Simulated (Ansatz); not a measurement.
# Te6Mo3H: the cost of one run

Method: DFT PBE+D3(BJ), scalar-relativistic, plane waves, PAW, in Ansatz 0.2.0.

28 further runs of the same task are left out: 28 set aside as unsound or not needed.

**1. Starting point**

It takes space group P-6m2 (No. 187, hexagonal). Conventional cell: a = 3.496 Å, b = 3.496 Å, c = 21.311 Å, α = 90.00°, β = 90.00°, γ = 120.00°. Te (site symmetry 3m) is surrounded by 3 Mo at 2.72 Å. Mo (site symmetry 3m) is surrounded by 6 Te at 2.72 Å. Mo (site symmetry -6m2) is surrounded by 6 Te at 2.72 Å.

Structure file:

```xyz
9
Lattice="3.4959 0.0000 0.0000 -1.7480 3.0276 0.0000 0.0000 0.0000 21.3114" Properties=species:S:1:pos:R:3 pbc="T T T"
Te    0.0000    0.0000   19.4941
Te    0.0000    2.0184   12.6465
Te    0.0000    2.0184    5.0289
Te    0.0000    2.0184   16.2824
Te    0.0000    2.0184    8.6649
Te    0.0000    0.0000    1.8173
Mo    0.0000    0.0000   14.4638
Mo    0.0000    0.0000    6.8476
Mo    0.0000    2.0184    0.0000
```

It goes back to an entry of the Materials Project, which need not be the stable form.

This cell was relaxed beforehand with the same method: volume 25.06 Å³/atom, gap on the mesh 0.73 eV.

**2. The scan**

Atoms count from 1 in the order of the input.

A guest moved over a lattice plane through the rigid host; the plane is (1 0 1) of the conventional cell, half-way across the widest gap between atomic layers, origin above Mo9.

- place of H10 along a1: 12 values from 0.000 to 0.917, periodic
- place of H10 along a2: 12 values from 0.000 to 0.917, periodic

Nothing else is relaxed (host rigid, guest held in the plane). Points are written as (first, second).

The two vectors of the plane (Å): (-1.748, -3.028, 21.311); (1.748, -3.028, 0.000).

**3. Point (0/12, 6/12) of the map's two axes**

input.yaml reads:

```yaml
crystal:
  lattice:
    - [3.4959407812, 0.0, 0.0]
    - [-1.7479703906, 3.0275735266, 0.0]
    - [0.0, 0.0, 21.3113513408]
  atoms:
    - { symbol: Te, position: [0.0, 0.0, 0.9147264527] }
    - { symbol: Te, position: [0.3333333333, 0.6666666667, 0.5934158068] }
    - { symbol: Te, position: [0.3333333333, 0.6666666667, 0.2359734255] }
    - { symbol: Te, position: [0.3333333333, 0.6666666667, 0.7640265745] }
    - { symbol: Te, position: [0.3333333333, 0.6666666667, 0.4065841932] }
    - { symbol: Te, position: [0.0, 0.0, 0.0852735473] }
    - { symbol: Mo, position: [0.0, 0.0, 0.6786881624] }
    - { symbol: Mo, position: [0.0, 0.0, 0.3213118376] }
    - { symbol: Mo, position: [0.3333333333, 0.6666666667, 0.0] }
    - { symbol: H, position: [0.4489328076, 0.2244664038, 0.0023330459] }
basis:
  ecutwfc: 420
kpoints:
  mp_grid: { grid: [9, 9, 1] }
hamiltonian:
  xc: pbe
  pseudopotentials: { kind: paw, azcp: { folder: soft_1 } }
  dispersion: d3bj
scf:
  occupations: { method: gaussian, width: 0.05 }
output:
  forces: true
  stress: true
  eigenvalues: true
  write_density: true
  write_potential: true
  elf: true
  volumetric_format: npy
```

On the command line:

```bash
$ ansatz run input.yaml --threads 4 --pin off --max-ram 8192MiB --backend cpu --events-out ev --progress --plain --runs-dir out
```

What time and memory should one allow on 4 threads of Arm Neoverse V1, shared host?

About 22 s, with a peak of 0.85 GiB.
